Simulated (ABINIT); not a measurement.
Write the native input for ABINIT 10.8.3 (patched build) that does the following.

- Task: single point
- Functional: PBE
- Potentials or basis: JTH PAW PBE v2.0
- Cutoff: 626 eV
- k mesh: 6 × 6 × 6
- Occupations: fermi-dirac, width 0.05 eV
- Spin: no spin polarisation
- Fine-grid cutoff: 1224.51 eV

Crystal: SiO2.

```xyz
12
Lattice="-4.4720 4.4720 2.6118 4.4720 -4.4720 2.6118 4.4720 4.4720 -2.6118" Properties=species:S:1:pos:R:3 pbc="T T T"
Si    2.8899    2.8899    2.6118
Si    2.8899   -2.8899    2.6118
Si   -2.8899    2.8899    2.6118
Si    1.5821    1.5821    0.0000
O     7.0788    0.0000    0.0000
O     0.0000    1.8653    0.0000
O     0.0000    7.0788    0.0000
O     1.8653    0.0000    0.0000
O     2.2360    2.2360   -1.3059
O    -2.2360    2.2360    1.3059
O     2.2360   -2.2360    1.3059
O     2.2360    2.2360    1.3059
```

The cell comes from a database or a generator and needn't be the stable form of this composition.

One way to write it, as run:

run.abi

```
# Pseudopotentials
pp_dirpath "./"
pseudos "Si.GGA_PBE-JTH.xml, O.GGA_PBE-JTH.xml"

# Structure
acell 6.842487646 6.842487646 6.842487646 Angstrom
rprim
    -0.6535693963     0.6535693963     0.3816989500
     0.6535693963    -0.6535693963     0.3816989500
     0.6535693963     0.6535693963    -0.3816989500
ntypat 2
znucl 14 8
natom 12
typat 1 1 1 1 2 2 2 2 2 2 2 2
xred
     0.8231114200     0.8231114200     0.6462228400
     0.1768885800     0.8231114200     0.0000000000
     0.8231114200     0.1768885800     0.0000000000
     0.1768885800     0.1768885800     0.3537771600
     0.0000000000     0.7914513400     0.7914513400
     0.2085486600     0.0000000000     0.2085486600
     0.7914513400     0.0000000000     0.7914513400
     0.0000000000     0.2085486600     0.2085486600
     0.0000000000     0.0000000000     0.5000000000
     0.5000000000     0.0000000000     0.0000000000
     0.0000000000     0.5000000000     0.0000000000
     0.5000000000     0.5000000000     0.5000000000

# Plane-wave basis
ecut 23.0
pawecutdg 45.0
pawxcdev 0
pawovlp 30

# k points
kptopt 1
ngkpt 6 6 6
nshiftk 1
shiftk 0.0 0.0 0.0

# Exchange and correlation
ixc 11

# Bands and occupations
nband 40
occopt 3
tsmear 0.05 eV

# SCF cycle
nstep 100
tolvrs 1.0e-9

# Output
iomode 3
prtwf 0
prtden 0
prteig 0
prtebands 0
```

Potentials or basis: JTH PAW PBE v2.0.

Run with:

```sh
$ mpirun --bind-to none -np 4 abinit run.abi > log 2>&1
```

It gave:

The pressure is 2.1 GPa. The largest force is 0.139 eV/Å. The band gap on the k mesh is 5.44 eV, indirect (least direct gap 5.45 eV).

Caveat: the atomic spheres overlap.

It took 3.7 min on 4 MPI ranks on Arm Neoverse V1, on a shared host, peak memory 1.1 GiB a rank.
